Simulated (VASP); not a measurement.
# Cr in VASP: work function with PBEsol

Aim: the work function of Cr with PBEsol.

All numbers are computed with VASP 6.6.1; they aren't measurements. Logs are shortened: lines on timing, memory, paths and dates and some standing lists are left out, and cuts for length are marked.

## (1) The slab as given

The cell holds a slab with vacuum, 16 atoms: a = 3.845 Å, b = 5.437 Å, c = 30.338 Å, α = 90.00°, β = 90.00°, γ = 90.00°.

The cell was built by a generator and needn't be a form met in nature.

## (2) Work function, PBEsol

INCAR reads:

```
SYSTEM = Cr
  PREC = Accurate
  ENCUT = 520
  EDIFF = 1E-7
  ISMEAR = 1
  SIGMA = 0.1
  LREAL = .False.
  LASPH = .True.
  NELM = 120
  ALGO = Normal
  ISIF = 2
  LWAVE = .False.
  LCHARG = .True.
  LDIPOL = .True.
  IDIPOL = 3
  DIPOL = 0.5 0.5 0.500
  GGA = PS
  LVHAR = .True.
  LVACPOTAV = .True.
  KPAR = 4
```

KPOINTS reads:

```
regular mesh
0
Gamma
  9 6 1
  0 0 0
```

POSCAR reads:

```
Cr                                      
1.0
    3.8445820100      0.0000000000      0.0000000000
    0.0000000000      5.4370600000      0.0000000000
    0.0000000000      0.0000000000     30.3380669500
  Cr            
    16
Direct
     0.0000000000000000    0.7500000000000000    0.4005693803363268
     0.5000000000000000    0.5000000000000000    0.4005693803363268
     0.0000000000000000    0.2500000000000000    0.4005693803363268
     0.5000000000000000    0.0000000000000000    0.4005693803363268
     0.0000000000000000    0.5000000000000000    0.4662153103342546
     0.5000000000000000    0.2500000000000000    0.4662153103342546
     0.0000000000000000    0.0000000000000000    0.4662153103342546
     0.5000000000000000    0.7500000000000000    0.4662153103342546
     0.0000000000000000    0.2500000000000000    0.5337879996657491
     0.5000000000000000    0.0000000000000000    0.5337879996657491
     0.0000000000000000    0.7500000000000000    0.5337879996657491
     0.5000000000000000    0.5000000000000000    0.5337879996657491
     0.0000000000000000    0.0000000000000000    0.5994306196636731
     0.5000000000000000    0.7500000000000000    0.5994306196636731
     0.0000000000000000    0.5000000000000000    0.5994306196636731
     0.5000000000000000    0.2500000000000000    0.5994306196636731
```

Potentials or basis: VASP PAW PBE potentials, release 64 (Cr_pv).

Command:

```console
$ cat potpaw_PBE.64/Cr_pv/POTCAR > POTCAR
$ mpirun -np 4 vasp_std > vasp.out
```

OUTCAR:

```text
SYSTEM = Cr
   PREC = Accurate
   ENCUT = 520
   EDIFF = 1E-7
   ISMEAR = 1
   LREAL = .False.
   LASPH = .True.
   NELM = 120
   ISIF = 2
   GGA = PS

 ion  position               nearest neighbor table
   1  0.000  0.750  0.401-   2 2.35   4 2.35   2 2.35   4 2.35   5 2.41   7 2.41   3 2.72   3 2.72
                             8 2.77   8 2.77
   2  0.500  0.500  0.401-   1 2.35   3 2.35   1 2.35   3 2.35   6 2.41   8 2.41   4 2.72   4 2.72
                             5 2.77   5 2.77
   3  0.000  0.250  0.401-   2 2.35   4 2.35   2 2.35   4 2.35   5 2.41   7 2.41   1 2.72   1 2.72
                             6 2.77   6 2.77
   4  0.500  0.000  0.401-   1 2.35   3 2.35   1 2.35   3 2.35   6 2.41   8 2.41   2 2.72   2 2.72
                             7 2.77   7 2.77
   5  0.000  0.500  0.466-   6 2.35   8 2.35   6 2.35   8 2.35   1 2.41   3 2.41   9 2.46  11 2.46
                             7 2.72   7 2.72   2 2.77   2 2.77  12 2.81  12 2.81
   6  0.500  0.250  0.466-   5 2.35   7 2.35   5 2.35   7 2.35   2 2.41   4 2.41  10 2.46  12 2.46
                             8 2.72   8 2.72   3 2.77   3 2.77   9 2.81   9 2.81
   7  0.000  0.000  0.466-   6 2.35   8 2.35   6 2.35   8 2.35   1 2.41   3 2.41   9 2.46  11 2.46
                             5 2.72   5 2.72   4 2.77   4 2.77  10 2.81  10 2.81
   8  0.500  0.750  0.466-   5 2.35   7 2.35   5 2.35   7 2.35   2 2.41   4 2.41  10 2.46  12 2.46
                             6 2.72   6 2.72   1 2.77   1 2.77  11 2.81  11 2.81
   9  0.000  0.250  0.534-  10 2.35  12 2.35  10 2.35  12 2.35  13 2.41  15 2.41   5 2.46   7 2.46
                            11 2.72  11 2.72  16 2.77  16 2.77   6 2.81   6 2.81
  10  0.500  0.000  0.534-   9 2.35  11 2.35   9 2.35  11 2.35  14 2.41  16 2.41   6 2.46   8 2.46
                            12 2.72  12 2.72  13 2.77  13 2.77   7 2.81   7 2.81
  11  0.000  0.750  0.534-  10 2.35  12 2.35  10 2.35  12 2.35  13 2.41  15 2.41   5 2.46   7 2.46
                             9 2.72   9 2.72  14 2.77  14 2.77   8 2.81   8 2.81
  12  0.500  0.500  0.534-   9 2.35  11 2.35   9 2.35  11 2.35  14 2.41  16 2.41   6 2.46   8 2.46
                            10 2.72  10 2.72  15 2.77  15 2.77   5 2.81   5 2.81
  13  0.000  0.000  0.599-  14 2.35  16 2.35  14 2.35  16 2.35   9 2.41  11 2.41  15 2.72  15 2.72
                            10 2.77  10 2.77
  14  0.500  0.750  0.599-  13 2.35  15 2.35  13 2.35  15 2.35  10 2.41  12 2.41  16 2.72  16 2.72
                            11 2.77  11 2.77
  15  0.000  0.500  0.599-  14 2.35  16 2.35  14 2.35  16 2.35   9 2.41  11 2.41  13 2.72  13 2.72
                            12 2.77  12 2.77
  16  0.500  0.250  0.599-  13 2.35  15 2.35  13 2.35  15 2.35  10 2.41  12 2.41  14 2.72  14 2.72
                             9 2.77   9 2.77

  LATTYP: Found a simple orthorhombic cell.
 ALAT       =     3.8445820100
 B/A-ratio  =     1.4142135571
 C/A-ratio  =     7.8911223304

  Lattice vectors:

 A1 = (   3.8445820100,   0.0000000000,   0.0000000000)
 A2 = (   0.0000000000,   5.4370600000,   0.0000000000)
 A3 = (   0.0000000000,   0.0000000000,  30.3380669500)

Analysis of symmetry for initial positions (statically):
=====================================================================
 Subroutine PRICEL returns following result:

  LATTYP: Found a base centered orthorhombic cell.
 ALAT       =     2.7185300000
 B/A-ratio  =     1.4142135676
 C/A-ratio  =    11.1597322634

  Lattice vectors:

 A1 = (  -1.9222910050,  -1.3592650000,   0.0000000000)
 A2 = (   1.9222910050,  -1.3592650000,   0.0000000000)
 A3 = (   0.0000000000,   0.0000000000,  30.3380669500)

   4 primitive cells build up your supercell.

 Routine SETGRP: Setting up the symmetry group for a
 simple orthorhombic supercell.

 Subroutine GETGRP returns: Found  8 space group operations
 (whereof  4 operations were pure point group operations)
 out of a pool of  8 trial point group operations.

The static configuration has the point symmetry C_2v.
 The point group associated with its full space group is D_2h.

Analysis of symmetry for dynamics (positions and initial velocities):
=====================================================================
 Subroutine PRICEL returns following result:

  LATTYP: Found a base centered orthorhombic cell.
 ALAT       =     2.7185300000
 B/A-ratio  =     1.4142135676
 C/A-ratio  =    11.1597322634

  Lattice vectors:

 A1 = (  -1.9222910050,  -1.3592650000,   0.0000000000)
 A2 = (   1.9222910050,  -1.3592650000,   0.0000000000)
 A3 = (   0.0000000000,   0.0000000000,  30.3380669500)

   4 primitive cells build up your supercell.

 Routine SETGRP: Setting up the symmetry group for a
 simple orthorhombic supercell.

 Subroutine GETGRP returns: Found  8 space group operations
[... 53 lines left out ...]
     0.028900700  0.030653821  0.032961889

  Shift w.r.t. Gamma in fractional coordinates (k-lattice)
     0.000000000  0.000000000  0.000000000

 Subroutine IBZKPT returns following result:
 ===========================================

 Found     20 irreducible k-points:

 Following reciprocal coordinates:
            Coordinates               Weight
  0.000000  0.000000  0.000000      1.000000
  0.111111  0.000000  0.000000      2.000000
  0.222222  0.000000  0.000000      2.000000
  0.333333  0.000000  0.000000      2.000000
  0.444444  0.000000  0.000000      2.000000
  0.000000  0.166667  0.000000      2.000000
[... 12 lines left out ...]
  0.333333  0.500000  0.000000      2.000000
  0.444444  0.500000  0.000000      2.000000
   k-points           NKPTS =     20   k-points in BZ     NKDIM =     20   number of bands    NBANDS=    115
   number of dos      NEDOS =    301   number of ions     NIONS =     16
   total plane-waves  NPLWV = 288000
   dimension x,y,z NGX =    30 NGY =   40 NGZ =  240
   dimension x,y,z NGXF=    60 NGYF=   80 NGZF=  480
   ions per type =              16
   NGX,Y,Z   is equivalent  to a cutoff of  12.97, 12.23, 13.15 a.u.
   NGXF,Y,Z  is equivalent  to a cutoff of  25.94, 24.46, 26.30 a.u.
 SYSTEM =  Cr
   PREC   = accura    normal or accurate (medium, high low for compatibility)
   ISTART =      0    job   : 0-new  1-cont  2-samecut
   ICHARG =      2    charge: 1-file 2-atom 10-const
   ISPIN  =      1    spin polarized calculation?
   LNONCOLLINEAR =      F non collinear calculations
   LSORBIT =      F    spin-orbit coupling
   LASPH  =      T    aspherical Exc in radial PAW
   ENCUT  =  520.0 eV  38.22 Ry    6.18 a.u.   7.15 10.11 56.41*2*pi/ulx,y,z
   NELM   =    120;   NELMIN=  2; NELMDL= -5     # of ELM steps
   EDIFF  = 0.1E-06   stopping-criterion for ELM
   LREAL  =      F    real-space projection
   EDIFFG = 0.1E-05   stopping-criterion for IOM
   NSW    =      0    number of steps for IOM
   IBRION =     -1    ionic relax: 0-MD 1-quasi-New 2-CG
   NFREE  =      0    steps in history (QN), initial steepest desc. (CG)
   ISIF   =      2    stress and relaxation
   ISYM   =      2    0-nonsym 1-usesym 2-fastsym
   POTIM  = 0.5000    time-step for ionic-motion
   TEBEG  =    0.0;   TEEND  =   0.0 temperature during run
   PSTRESS=    0.0 pullay stress
   NELECT =     192.0000    total number of electrons
   NUPDOWN=      -1.0000    fix difference up-down
   EMIN   =  10.00;   EMAX   =-10.00  energy-range for DOS
   EFERMI =   0.00;   METHOD = LEGACY
   ISMEAR =     1;   SIGMA  =   0.10  broadening in eV -4-tet -1-fermi 0-gaus
   EFERMI_NEDOS =   21; number of points for ismear=-14 and -15
   IALGO  =     38    algorithm
   IMIX   =      4    mixing-type and parameters
     AMIX     =   0.40;   BMIX     =  1.00
     AMIX_MAG =   1.60;   BMIX_MAG =  1.00
  volume/ion in A,a.u.               =      39.64       267.47
  Fermi-wavevector in a.u.,A,eV,Ry     =   1.099280  2.077337 16.441494  1.208416
  Thomas-Fermi vector in A             =   2.235671
   LORBIT       =      0    0 simple, 1 ext, 2 COOP (PROOUT), +10 PAW based schemes
   GGA     = PS    functional components
   LHFCALC =     F    Hartree Fock is set to
   AEXX    =    0.0000 exact exchange contribution
   IVDW    =     0    specifies the selected vdW correction
   LEPSILON=     F    determine dielectric tensor
   LRPA    =     F    only Hartree local field effects (RPA)
 non-spin polarized calculation
 Methfessel and Paxton  Order N= 1 SIGMA  =   0.10
  energy-cutoff  :      520.00
  volume of cell :      634.16
 maximum number of plane-waves:     17162
 NGX is ok and might be reduce to    30
   NGX = 15   NGY = 21   NGZ =113

 number of electron     191.9999850 magnetization

 dipolmoment           0.000000      0.000000     -0.002447 electrons x Angstroem

 Free energy of the ion-electron system (eV)
  ---------------------------------------------------
  ext. energy  EPLUGINS =         0.00000000
  ---------------------------------------------------
  free energy    TOTEN  =      -153.86161680 eV

  energy without entropy =     -153.86854456  energy(sigma->0) =     -153.86392605

 E-fermi :  -0.4234     XC(G=0):  -4.5561

 val. band max:       -0.4235390986   @ k =   0.3333   0.1667   0.0000
 cond. band min:      -0.4232546614   @ k =   0.1111   0.0000   0.0000
 fundamental gap:      0.0002844372
 Fermi energy:        -0.4233649112

 k-point     1 :       0.0000    0.0000    0.0000
  band No.  band energies     occupation
      1     -44.2351      2.00000
      2     -44.0921      2.00000
      3     -44.0162      2.00000
      4     -43.8359      2.00000
      5     -43.8359      2.00000
      6     -43.8270      2.00000
[... 2209 lines left out ...]
    107       0.4107     -0.00000
    108       0.4107     -0.00000
 [bands above 108 left out]

------------------------ aborting loop because EDIFF is reached ----------------------------------------

 vacuum level on the upper side and lower side of the slab       (xc-potential included)        -0.105        -0.090

  FORCE on cell =-STRESS in cart. coord.  units (eV):
  Direction    XX          YY          ZZ          XY          YZ          ZX
  --------------------------------------------------------------------------------------
  -------------------------------------------------------------------------------------
  Total        6.9557960     11.4596920     -0.1176957      0.0000000      0.0000000      0.0000000
  in kB       17.5734187     28.9522532     -0.2973514      0.0000000      0.0000000      0.0000000
  external PRESSURE =      15.4094402 kB  Pullay stress =       0.0000000 kB

 VOLUME and BASIS-vectors are now :
 -----------------------------------------------------------------------------
  energy-cutoff  :      520.00
  volume of cell :      634.16
      direct lattice vectors                 reciprocal lattice vectors
     3.844582010  0.000000000  0.000000000     0.260106300  0.000000000  0.000000000
     0.000000000  5.437060000  0.000000000     0.000000000  0.183922929  0.000000000
     0.000000000  0.000000000 30.338066950     0.000000000  0.000000000  0.032961889

 POSITION                                       TOTAL-FORCE (eV/Angst)
 -----------------------------------------------------------------------------------
      0.00000      4.07780     12.15250        -0.000000      0.000000     -0.004357
      1.92229      2.71853     12.15250         0.000000     -0.000000     -0.004357
      0.00000      1.35926     12.15250        -0.000000      0.000000     -0.004357
      1.92229      0.00000     12.15250         0.000000      0.000000     -0.004357
      0.00000      2.71853     14.14407         0.000000      0.000000      0.017149
      1.92229      1.35926     14.14407         0.000000      0.000000      0.017149
[... 8 lines left out ...]
      0.00000      2.71853     18.18557        -0.000000      0.000000      0.004357
      1.92229      1.35926     18.18557        -0.000000     -0.000000      0.004357
 -----------------------------------------------------------------------------------
    total drift:                                0.000000     -0.000000     -0.728871

  FREE ENERGIE OF THE ION-ELECTRON SYSTEM (eV)
  ---------------------------------------------------
  free  energy   TOTEN  =      -153.8616167954 eV

  energy  without entropy=     -153.8685445571  energy(sigma->0) =     -153.86392605

 vacuum level on the upper side and lower side of the slab         4.721         4.742
```

Wall time 18 min (4 MPI ranks of AMD EPYC 7R13 (Zen 3), shared host); peak memory 1.2 GiB.

Results:

| Item | Value |
| --- | --- |
| Free energy | -153.8616 eV |
| Largest force | 0.017 eV/Å |
| Band gap on the k mesh | none (metal or under the smearing width) |
| Work function of the upper face | 5.14 eV |
| Work function of the lower face | 5.17 eV |

Forces on the atoms (eV/Å):
```
Cr   0.000  0.000 -0.004
Cr   0.000  0.000 -0.004
Cr   0.000  0.000 -0.004
Cr   0.000  0.000 -0.004
Cr   0.000  0.000  0.017
Cr   0.000  0.000  0.017
Cr   0.000  0.000  0.017
Cr   0.000  0.000  0.017
Cr   0.000  0.000 -0.017
Cr   0.000  0.000 -0.017
Cr   0.000  0.000 -0.017
Cr   0.000  0.000 -0.017
Cr   0.000  0.000  0.004
Cr   0.000  0.000  0.004
Cr   0.000  0.000  0.004
Cr   0.000  0.000  0.004
```

Caveat: the PAW data sets were made with another functional, which shifts forces and pressure a little; the run has no spin polarisation, though such a crystal can be magnetic. Spin polarisation is off, so any magnetic state and its effect on volume and gap are missing.
